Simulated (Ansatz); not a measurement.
# C: what a guessed cell relaxes into, part 2 of 2

Aim: relax a trial structure of C and see where it ends.

Ansatz 0.2.0; DFT PBE, scalar-relativistic, plane waves, PAW. Earlier steps stand in the parts before.

## (4) Full relaxation

The end of the coarse run is made exact in the group found at a tolerance of 0.06 Å and reduced to its primitive cell.

Input file input.yaml:

```yaml
crystal:
  lattice:
    - [3.5715599029, 0.0, 0.0]
    - [-1.7857799515, 3.0930616071, 0.0]
    - [0.0, 0.0, 3.3769583018]
  atoms:
    - { symbol: C, position: [0.2325951568, 0.4651903135, 0.25] }
    - { symbol: C, position: [0.5348096865, 0.7674048432, 0.5833333333] }
    - { symbol: C, position: [0.2325951568, 0.7674048432, 0.9166666667] }
    - { symbol: C, position: [0.7674048432, 0.5348096865, 0.75] }
    - { symbol: C, position: [0.4651903135, 0.2325951568, 0.0833333333] }
    - { symbol: C, position: [0.7674048432, 0.2325951568, 0.4166666667] }
basis:
  ecutwfc: 420
kpoints:
  mp_grid: { grid: [6, 6, 8] }
hamiltonian:
  xc: pbe
scf:
  occupations: { method: gaussian, width: 0.02 }
output:
  forces: true
  stress: true
  eigenvalues: true
relax:
  adjacent_minimum: "off"
  f_tol: 0.01
  max_steps: 80
  cell: { stress_tol: 0.05 }
```

Started as:

```sh
$ ansatz run input.yaml --threads 1 --pin off --max-ram 2560MiB --backend cpu --events-out ev --progress --plain --runs-dir out
```

Log (excerpt; [...] marks lines left out):

```text
Warning: RAYON_NUM_THREADS=1 ignored (pool sized by the plan → 1); use --threads N
[...]
Pseudopotentials: kind: paw
Pseudopotential: C, paw, valence charge 4, recommended cutoff 420 eV (normal), C.paw.azcp
Functional definition: PBE
[...]
Crystal: 6 atoms, lattice volume = 37.305 Å³
Basis set: ecut = 420 eV, 737 PW (Γ), exchange–correlation on 48×48×48 points (8 copies of the dense FFT grid, shifted against one another)
Bands: 18, of which v1, the nominal top of the filled ones, is band 12 counted from 1 (11 counted from 0)
Symmetry: 12 space group operations
Space group: P6122 (ITA 178), of the structure as read, at distance tolerance 3.3e-5 Å
k-points: 35 of 288 (time reversal used)
[...]
SCF iter   1: F=—  HF=-1504.191629 eV  |F-HF|=—  |Δ(HF+E_count)|=         —  Δρ=8.13e-3  dr2=1.10e-2  ethr=1.77e-3  ⟨swp⟩=6.5  Hψ=3192  notcnv=0
[...]
--- Relaxed structure (1 steps of the walk, 1 accepted, 1 SCFs on fresh bases) ---
  F+E_penalty+E_count = -1504.18948882 eV   max|allowed force component| = 1.834e-4 eV/Å   (the final SCF, on the basis selected at the relaxed cell)
  cell:  # Å, volume = 37.3054 Å³
    - [3.5715599029292813, 2.8867520911374056e-11, 0.0]
    - [-1.7857799514896406, 3.093061607060208, 0.0]
    - [0.0, 0.0, 3.3769583018]
  atoms:
    - { symbol: C, position: [0.2325951567666667, 0.4651903135333334, 0.25000000000000006] }
    - { symbol: C, position: [0.5348096864666668, 0.7674048432333335, 0.5833333333333335] }
    - { symbol: C, position: [0.23259515676666676, 0.7674048432333336, 0.9166666666666669] }
    - { symbol: C, position: [0.7674048432333335, 0.5348096864666668, 0.7500000000000001] }
    - { symbol: C, position: [0.4651903135333334, 0.23259515676666673, 0.08333333333333337] }
    - { symbol: C, position: [0.7674048432333334, 0.2325951567666667, 0.41666666666666674] }
```

It took 5.6 s on 1 thread of Arm Neoverse V1, shared host; peak memory 0.3 GiB.

The steps of the relaxation:

```
step  energy from step 1 (eV/cell)  largest force component (eV/Å)  pressure (GPa)  volume (Å³)
   1                        0.0000                          0.0002            0.02        37.31
   2                        0.0000                          0.0002            0.02        37.31
```

Step 1 is the start. Step 2 repeats the geometry before it on a plane-wave basis chosen anew for that cell, so its energy need not be comparable with the rows above.

|  | before | after | change |
| --- | --- | --- | --- |
| a (Å) | 3.572 | 3.572 | 0.0 % |
| b (Å) | 3.572 | 3.572 | 0.0 % |
| c (Å) | 3.377 | 3.377 | 0.0 % |
| volume (Å³/atom) | 6.22 | 6.22 | 0.0 % |
| shortest distance (Å) | 1.545 | 1.545 | 0.0 % |
| space group (0.01 Å) | P6_122 | P6_122 | same |

Forces and stress were held to the start's 12 operations: a distortion of lower symmetry was not tested.

## (5) Variant: ecutrho_ratio 12

input.yaml, as its differences from that of step 4:

```diff
@@ -14,2 +14,3 @@
   ecutwfc: 420
+  ecutrho_ratio: 12
 kpoints:
@@ -22,8 +23,3 @@
   forces: true
+  eigenvalues: true
   stress: true
-  eigenvalues: true
-relax:
-  adjacent_minimum: "off"
-  f_tol: 0.01
-  max_steps: 80
-  cell: { stress_tol: 0.05 }
```

Started as:

```sh
$ ansatz run input.yaml --threads 1 --pin off --max-ram 2560MiB --backend cpu --events-out ev --progress --plain --runs-dir out
```

Log:

```text
Warning: RAYON_NUM_THREADS=1 ignored (pool sized by the plan → 1); use --threads N
[... 8 set-up lines as earlier in the session ...]
Crystal: 6 atoms, lattice volume = 37.305 Å³
Basis set: ecut = 420 eV, 737 PW (Γ), exchange–correlation on 90×90×80 points (8 copies of the dense FFT grid, shifted against one another)
Bands: 18, of which v1, the nominal top of the filled ones, is band 12 counted from 1 (11 counted from 0)
[... 2 set-up lines as earlier in the session ...]
k-points: 35 of 288 (time reversal used)
[... 6 set-up lines as earlier in the session ...]
SCF iter   1: F=—  HF=-1504.191698 eV  |F-HF|=—  |Δ(HF+E_count)|=         —  Δρ=8.15e-3  dr2=1.10e-2  ethr=1.77e-3  ⟨swp⟩=6.4  Hψ=3199  notcnv=0
preconditioner: auto → none  [insulator: Δε(μ)=4.305 eV  Ē_g=16.431 eV  σ=0.020 eV  W_gap=1.00  n_scr=8 (ndim 8)  ℏωp=29.8 eV  f_vac=0.000  D(μ)=0.00/eV (n_scr^D=0)  ε∞_Penn≈4.3]
SCF iter   2: F=—  HF=-1504.189413 eV  |F-HF|=—  |Δ(HF+E_count)|=   2.29e-3  Δρ=3.44e-3  dr2=1.39e-3  ethr=4.56e-5  ⟨swp⟩=2.6  Hψ=1325  notcnv=0  defer=57
SCF iter   3: F=—  HF=-1504.189500 eV  |F-HF|=—  |Δ(HF+E_count)|=   8.75e-5  Δρ=6.10e-4  dr2=3.57e-5  ethr=5.80e-6  ⟨swp⟩=2.1  Hψ=975  notcnv=0  defer=22
automatic band count: iteration 3 solves 17 bands in place of 18: the levels show a gap, and the empty bands left out lie too high to hold charge; the band table lists the bands solved (type scf.n_extra_bands for more)
SCF iter   4: F=—  HF=-1504.189524 eV  |F-HF|=—  |Δ(HF+E_count)|=   2.33e-5  Δρ=6.43e-5  dr2=3.91e-7  ethr=1.49e-7  ⟨swp⟩=2.4  Hψ=995  notcnv=0  defer=22
iter 5 did not close the SCF: its close was put off for the readings that it lacked (scf_convergence_deferred on its scf_iter line)
SCF iter   5: F=-1504.189524 eV  HF=-1504.189524 eV  |F-HF|=5.34e-9  |Δ(HF+E_count)|=   5.74e-7  Δρ=5.32e-6  dr2=3.47e-9  ethr=1.63e-9  ⟨swp⟩=2.4  Hψ=954  notcnv=0  defer=22
SCF iter   6: F=-1504.189524 eV  HF=-1504.189524 eV  |F-HF|=9.82e-11  |Δ(HF+E_count)|=   5.65e-9  Δρ=4.85e-7  dr2=2.67e-11  ethr=1.44e-11  ⟨swp⟩=4.3  Hψ=2124  notcnv=0
SCF 1 converged in 6 iterations: F = -1504.189524 eV  dr2 = 2.67e-11
SCF converged after 6 iterations
Free energy (F): -1504.189524 eV
Harris-Foulkes:  -1504.189524 eV  (|F-HF|=9.82e-11)
Internal energy: -1504.189524 eV  (E = F + TS)
E sigma→0 (E₀):  -1504.189524 eV
Fermi energy:    12.006548 eV
--- Per-component energies (eV) ---
  E_band       = 72.412448
  E_kinetic    = 549.169575
  E_local      = -482.729946  (includes V_loc(G=0)·N_el)
  E_nonlocal   = 160.543126
  E_hartree    = 123.112806
  E_xc         = -291.337895
  E_vxc        = -361.493827  (∫ρ·V_xc dr)
  E_paw        = -594.808552  (= ΣΔE_a)
  E_vpaw       = -39.302081  (= ΣTr[D̂ρ^β])
  E_aug_tail   = 0.000000  (compensation charges beyond the density's cutoff)
  E_ewald      = -968.138638
  E_smearing   = -0.000000  (= −TS)
  E_closure    = -0.000000  (closes the sum)
  Σ components = -1504.189524   (vs F -1504.189524, Δ=0.00e0)
--- Forces (eV/Å), atoms counted from 1 ---
  atom   1  C     -0.00000000     0.00018235     0.00000000
  atom   2  C     -0.00015792    -0.00009117     0.00000000
  atom   3  C      0.00015792    -0.00009117    -0.00000000
  atom   4  C      0.00000000    -0.00018235     0.00000000
  atom   5  C      0.00015792     0.00009117     0.00000000
  atom   6  C     -0.00015792     0.00009117    -0.00000000
  max |Σ_I F_I| component: 1.05e-16 eV/Å
--- Stress (GPa, compression-positive) ---
        0.027791       0.000000      -0.000000
        0.000000       0.027791       0.000000
        0.000000      -0.000000       0.018293
  P = ⅓ Tr σ = 0.0246 GPa (0.246 kbar)
--- Band table (eV; the first three rows and the last of 35) ---
  k-point 0: bands = ["-9.1621", "0.0254", "0.0254", "1.0365", "1.4461", "1.4461", "5.6736", "5.9136", "5.9136", "7.4155", "8.3590", "8.3590", "15.4022", "15.4022", "16.2358", "20.4488", "20.9240"]
  k-point 1: bands = ["-9.0029", "-1.8581", "1.1689", "1.5563", "1.6060", "1.7929", "5.7109", "5.7790", "6.0992", "7.0611", "7.2081", "9.0063", "14.1997", "16.0199", "17.1825", "20.3614", "20.4445"]
  k-point 2: bands = ["-8.5272", "-3.6641", "1.5586", "1.9237", "2.0207", "3.1289", "5.7569", "5.7966", "5.8998", "6.1812", "6.2202", "8.9194", "14.1552", "15.6098", "17.6406", "20.3032", "20.5269"]
  k-point 34: bands = ["-3.8661", "-3.8661", "-3.4787", "-3.4787", "0.5647", "0.5647", "7.8086", "7.8086", "8.4277", "8.4277", "9.0992", "9.0992", "19.6395", "19.6395", "20.8184", "20.8184", "21.1746"]
```

It took 2.5 s on 1 thread of Arm Neoverse V1, shared host; peak memory 0.35 GiB.

```csv
run,ending,energy change,pressure (GPa),gap (eV),force (eV/Å),cycles,time
step 4,converged,0,0.0,4.30,0.00,-,5.6 s
variant,converged,0.0 meV/atom,0.0,4.30,0.00,6,2.5 s
```

Changing the numerical grids hardly moves the energy: 0.0 meV/atom.

## (6) Results

This closing draws on all 2 parts. Changes of volume or cell count from the first structure of part 1.

| quantity | value |
| --- | --- |
| symmetry at the end (tolerance 0.02 Å) | space group P6_122 (No. 178) |
| conventional cell | a = 3.572 Å, b = 3.572 Å, c = 3.377 Å, α = 90.00°, β = 90.00°, γ = 120.00° |
| volume | 6.22 Å³/atom |
| energy over the standard state | +0.25 eV/atom |
| gap on the mesh | 4.30 eV |

In words: The space group P6_122 (No. 178) is kept, and the volume per atom grows by 6.3 % from the first guess. It lies above the element's standard state, so it is metastable at best. No finished test with a distortion of lower symmetry is shown, so the end may be a saddle point.
